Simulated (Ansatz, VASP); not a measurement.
## One calculation of BaTiO3, two programs

```
CELL_PARAMETERS angstrom
3.85077 0.00000 0.00000
0.00000 4.00237 0.00000
0.00000 0.00000 4.00237
ATOMIC_POSITIONS crystal
Ba 0.50000 0.50000 0.50000
Ti 0.00000 0.00000 0.00000
O 0.50000 0.00000 0.00000
O 0.00000 0.50000 0.00000
O 0.00000 0.00000 0.50000
```

Change from the starting cell: uniaxial strain along a, b, c and atoms relaxed: -3.0 %.

Alike in both runs: functional PBEsol; k mesh 8 × 8 × 8; occupations gaussian, width 0.02 eV; no spin polarisation.

Ansatz relaxed the structure, and its values are those at the end. VASP's run is a single point on that final structure, the one shown.

|  | VASP | Ansatz |
| --- | --- | --- |
| version | VASP 6.6.1 | Ansatz 0.2.0 |
| potentials or method | VASP PAW PBE potentials, release 64 (Ba_sv, Ti_sv, O) | scalar-relativistic, plane waves, PAW |
| plane-wave cutoff (eV) | 520 | 420 |
| valence electrons in the cell | 40 | 40 |

```csv
,VASP,Ansatz,Ansatz less VASP
gap on the k mesh at the Fermi level (eV),1.68,1.75,+0.072
least direct gap on the mesh (eV),1.79,1.82,+0.034
pressure (GPa),5.1,3.0,-2.12
```

With one functional, cell and mesh, what is left measures potentials, basis and numerics.

Caveats: the PAW data sets were made with another functional, which shifts forces and pressure a little (VASP); spin-orbit coupling is left out, which moves the levels of the heavy elements. A k mesh can miss the band edges.
